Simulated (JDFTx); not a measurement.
The system is Na.

```
Na
1.0
     3.76700    0.00000    0.00000
    -1.88350    3.26232    0.00000
     0.00000    0.00000    6.15400
Na
2
Direct
  0.66667 0.33333 0.75000
  0.33333 0.66667 0.25000
```

This isn't the form of Na at room conditions, which is bcc.

```yaml
Program: JDFTx 1.7.0 (patched build)
Task: single point
Functional: PBE
Potentials_or_basis: PseudoDojo-SR-PBE-0.5-standard
Cutoff: 1197 eV
Density_cutoff: 9578 eV
k_mesh: 8 × 8 × 5
Occupations: fermi-dirac, width 0.05 eV
Spin: no spin polarisation
```

On this cell: pressure -0.1 GPa; largest force under 0.003 eV/Å; band gap on the k mesh none (metal or under the smearing width).

The same run follows on a disturbed copy (atoms moved at random, drawn with an rms of 0.05 Å):

```
CELL_PARAMETERS angstrom
3.76700 0.00000 0.00000
-1.88350 3.26232 0.00000
0.00000 0.00000 6.15400
ATOMIC_POSITIONS crystal
Na 0.65549 0.32378 0.74990
Na 0.32296 0.65856 0.24806
```

**Question.** What does the disturbed cell give?

**Answer.** The energy (extrapolated to zero smearing) moves by +0.0 meV/atom; pressure -0.1 GPa; largest force 0.009 eV/Å; band gap on the k mesh none (metal or under the smearing width).

Forces on the atoms (eV/Å):
```
Na  -0.001  0.002 -0.009
Na   0.001 -0.002  0.009
```

Stress tensor (GPa, compression positive):
```
-0.05  0.00  0.00
 0.00 -0.04  0.00
 0.00  0.00 -0.29
```
